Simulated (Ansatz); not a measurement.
Ansatz input

```yaml
crystal:
  lattice:
    - [-1.9247105964, 1.9247105964, 1.9247105964]
    - [1.9247105964, -1.9247105964, 1.9247105964]
    - [1.9247105964, 1.9247105964, -1.9247105964]
  atoms:
    - { symbol: Te, position: [0.0, 0.0, 0.0] }
hamiltonian:
  xc: pbe
  pseudopotentials:
    kind: paw_fr
    azcp:
      Te: "pseudopotentials/Te.paw.azcp"
basis:
  ecutwfc: 420
  fft_grid_basis: typed
kpoints:
  mp_grid: { grid: [12, 12, 12], shift: [0, 0, 0] }
magnetization:
  noncollinear: true
  spin_orbit: true
scf:
  occupations: { method: fermi_dirac, width: 0.1 }
```

Terminal output

```
Engine: ansatz 0.2.0, x86_64-unknown-linux-gnu
Pseudopotentials: kind: paw_fr
Pseudopotential: Te, paw_fr, valence charge 16, recommended cutoff 420 eV (normal) 
Functional definition: PBE
  parameter kappa = 0.804
  parameter beta = 0.06672455060314922
  exchange = pbe_x(kappa = kappa, mu = beta*pi^2/3)
  correlation = pbe_c(beta = beta)
non-collinear run that drives no moment, with spin-orbit: no starting moment large enough to seed its density (crystal.atoms[].spin), no starting occupations that ask for one, no magnetisation constraint and no magnetic field, so the semilocal B_xc is pinned to zero
Crystal: 1 atoms, lattice volume = 28.520 Å³
Basis set: ecut = 420 eV, 555 PW (Γ)
Bands: 24, of which v1, the nominal top of the filled ones, is band 16 counted from 1 (15 counted from 0)
Symmetry: 48 space group operations + 48 with time reversal
Magnetic group: BNS 229.141 (UNI 1643), of the structure as read, at distance tolerance 3.1e-5 Å
k-points: 72 of 1728
Projection manifold: j_resolved (fully-relativistic pseudo-atomic orbitals)
Non-local potential: Te, projectors of the file, l = 0: 2, l = 1: 4, l = 2: 4, l = 3: 4
PAW form: soft (Blöchl's): semilocal exchange-correlation on the pseudo side does not see the compensation charge
PAW one-centre angular grid: Te, 590 points (default); XC on 64 Gauss nodes
Initial density: superposition of atomic densities (chi_scale 0.1, normalization cell)
Initial wavefunctions: pseudopotential atomic-orbital guess
Functional: x = pbe(κ = 0.804, μ = 0.2195149727645171), c = pbe(β = 0.06672455060314922)
SCF iter   1: F=—  HF=-6982.407805 eV  |F-HF|=—  |Δ(HF+E_count)|=         —  Δρ=8.13e-3  dr2=1.78e-2  dr2_m=0.00e0 (ungated)  ethr=3.10e-3  |M|=0.00e0 ∫|m|=0.00e0 μB  |m|>n=0.0e0 m-floor=0.0e0 τ_xc=0.0e0  β_m=0.30  ⟨swp⟩=8.2  Hψ=5227  notcnv=0  defer=68
spin=Noncollinear: Kerker preconditioning applied to the charge; magnetization (m_x, m_y, m_z) channels mix plain (no charge-response kernel on spin).
SCF iter   2: F=—  HF=-6982.407920 eV  |F-HF|=—  |Δ(HF+E_count)|=   1.15e-4  Δρ=6.82e-3  dr2=1.33e-2  dr2_m=0.00e0 (ungated)  ethr=1.11e-4  |M|=0.00e0 ∫|m|=0.00e0 μB  |m|>n=0.0e0 m-floor=0.0e0 τ_xc=0.0e0  β_m=0.45  ⟨swp⟩=1.4  Hψ=1189  notcnv=0  defer=118
SCF iter   3: F=—  HF=-6982.407655 eV  |F-HF|=—  |Δ(HF+E_count)|=   2.65e-4  Δρ=1.54e-3  dr2=4.76e-4  dr2_m=0.00e0 (ungated)  ethr=8.28e-5  |M|=0.00e0 ∫|m|=0.00e0 μB  |m|>n=0.0e0 m-floor=0.0e0 τ_xc=0.0e0  β_m=0.48  ⟨swp⟩=2.4  Hψ=1234  notcnv=0  defer=118
SCF iter   4: F=—  HF=-6982.407661 eV  |F-HF|=—  |Δ(HF+E_count)|=   5.74e-6  Δρ=8.07e-4  dr2=2.05e-4  dr2_m=0.00e0 (ungated)  ethr=2.97e-6  |M|=0.00e0 ∫|m|=0.00e0 μB  |m|>n=0.0e0 m-floor=0.0e0 τ_xc=0.0e0  β_m=0.74  ⟨swp⟩=2.6  Hψ=1245  notcnv=0  defer=118
SCF iter   5: F=—  HF=-6982.407493 eV  |F-HF|=—  |Δ(HF+E_count)|=   1.67e-4  Δρ=1.74e-4  dr2=7.43e-6  dr2_m=0.00e0 (ungated)  ethr=1.28e-6  |M|=0.00e0 ∫|m|=0.00e0 μB  |m|>n=0.0e0 m-floor=0.0e0 τ_xc=0.0e0  β_m=0.87  ⟨swp⟩=2.0  Hψ=1371  notcnv=0  defer=118
SCF iter   6: F=—  HF=-6982.407492 eV  |F-HF|=—  |Δ(HF+E_count)|=   9.60e-7  Δρ=3.01e-5  dr2=2.20e-7  dr2_m=0.00e0 (ungated)  ethr=4.64e-8  |M|=0.00e0 ∫|m|=0.00e0 μB  |m|>n=0.0e0 m-floor=0.0e0 τ_xc=0.0e0  β_m=0.94  ⟨swp⟩=2.0  Hψ=1376  notcnv=0  defer=118
SCF iter   7: F=-6982.407492 eV  HF=-6982.407492 eV  |F-HF|=7.79e-9  |Δ(HF+E_count)|=   8.86e-8  Δρ=6.24e-6  dr2=1.47e-8  dr2_m=0.00e0 (ungated)  ethr=6.25e-10  |M|=0.00e0 ∫|m|=0.00e0 μB  |m|>n=0.0e0 m-floor=0.0e0 τ_xc=0.0e0  ⟨swp⟩=3.0  Hψ=1943  notcnv=0
SCF 1 converged in 7 iterations: F = -6982.407492 eV  dr2 = 1.47e-8
SCF converged after 7 iterations
Magnetization: |M| = 0.0000 μB,  M = (+0.0000, +0.0000, +0.0000) μB
Absolute magnetization: 0.0000 μB (∫|m|)
  site 0: m = (+0.0000, +0.0000, +0.0000) μB, |m| = 0.0000 μB  (R = 1.38 Å)
Free energy (F): -6982.407492 eV
Harris-Foulkes:  -6982.407492 eV  (|F-HF|=7.79e-9)
Internal energy: -6982.384260 eV  (E = F + TS)
E sigma→0 (E₀):  -6982.395876 eV
Entropy (-TS):   -0.023233 eV (-23.233 meV/atom)
Fermi energy:    11.213098 eV
--- Per-component energies (eV) ---
  E_band       = -226.101085
  E_kinetic    = 180.419798
  E_local      = -1029.020657  (includes V_loc(G=0)·N_el)
  E_nonlocal   = -310.143467
  E_hartree    = 708.074272
  E_xc         = -124.336307
  E_vxc        = -104.112120  (∫ρ·V_xc dr)
  E_paw        = -4664.863773  (= ΣΔE_a)
  E_vpaw       = -379.398102  (= ΣTr[D̂ρ^β])
  E_aug_tail   = -0.000220  (compensation charges beyond the density's cutoff)
  E_ewald      = -1742.513904
  E_smearing   = -0.023233  (= −TS)
  E_closure    = -0.000000  (closes the sum)
  Σ components = -6982.407492   (vs F -6982.407492, Δ=0.00e0)
```

Command:

```sh
ansatz run input.yaml --threads 1 --pin off --max-ram 3584MiB --backend cpu --events-out ev --progress --plain --runs-dir out
```

On 1 thread of Intel(R) Xeon(R) Platinum 8259CL CPU @ 2.50GHz (Skylake/Cascade Lake) (shared host) this took about 8 s of wall time and 7.9 s of CPU time.
